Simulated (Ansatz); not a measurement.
AlN (zincblende), relaxed with r2SCAN in the PAW code Ansatz: the symmetry is F-43m (No. 216, cubic); conventional cell a = 4.370 Å, 10.43 Å³ an atom. Al is surrounded by 4 N at 1.89 Å; N is surrounded by 4 Al at 1.89 Å. It was then strained (epitaxial in the xy plane), atoms relaxed again within the symmetry left. Unstrained, HSE06 gives 4.552 eV (Γ → X, 8×8×8 mesh), and the band edges keep their places in every row. The normal direction was relaxed to zero stress. Only one sign of strain is shown, since it lowers the symmetry, and equivalent edge states can then move with another slope on the other side. Stress is positive in compression. Calculated for a static, non-magnetic cell.

Axes as in this cell:
```xyz
2
Lattice="0.0000 2.1849 2.1849 2.1849 0.0000 2.1849 2.1849 2.1849 0.0000" Properties=species:S:1:pos:R:3 pbc="T T T"
Al    0.0000    0.0000    0.0000
N     1.0924    1.0924    1.0924
```

```
strain (%)        ε  ΔE_g, HSE06 (eV)  Δσ_xx, r2SCAN (GPa)  Δ(G0W0@PBE gap on 6×6×6)
      +1.0  +0.0100            -0.127                -2.87                    -0.137
      +2.0  +0.0200            -0.242                -5.49                    -0.264
      +4.0  +0.0400            -0.438               -10.04                    -0.484
```

Task: Fit ΔE_g = a x + b x² to these rows by least squares, with x = ε.

Result: The normal equations take Σx² = 2.100e-03, Σx³ = 7.300e-05, Σx⁴ = 2.730e-06, ΣxΔE = -2.363e-02 and Σx²ΔE = -8.103e-04, and give a = -13.26 eV, b = +57.8 eV; the largest residual is 0.000 eV.

Task: Fit the change of σ_xx in the same way.

Result: Δσ_xx = -298.4 x + (1185) x² GPa. The slope, 298 GPa, is the biaxial modulus of the film.

Task: Predict the withheld row at +3.0 % (x = +0.0300).

Result: ΔE_g ≈ -13.26 × (+0.0300) + (57.8) × (+0.0300)² = -0.346 eV, and Δσ_xx ≈ -7.89 GPa. The runs give -0.347 eV and -7.87 GPa, off by -0.001 eV and +0.02 GPa.

Task: Fit the last column too (unstrained value 4.677 eV), and predict it for the withheld row.

Result: Δ = -14.28 x + (54.4) x² eV, which gives -0.379 eV at x = +0.0300; the run gives -0.379 eV. Its slope is 1.08 of HSE06's. G0W0 here is at a finite number of bands, screening cutoff and k mesh, not at the basis limit.

The meshes of the hybrids are coarse, so their gaps aren't converged to the digits shown.
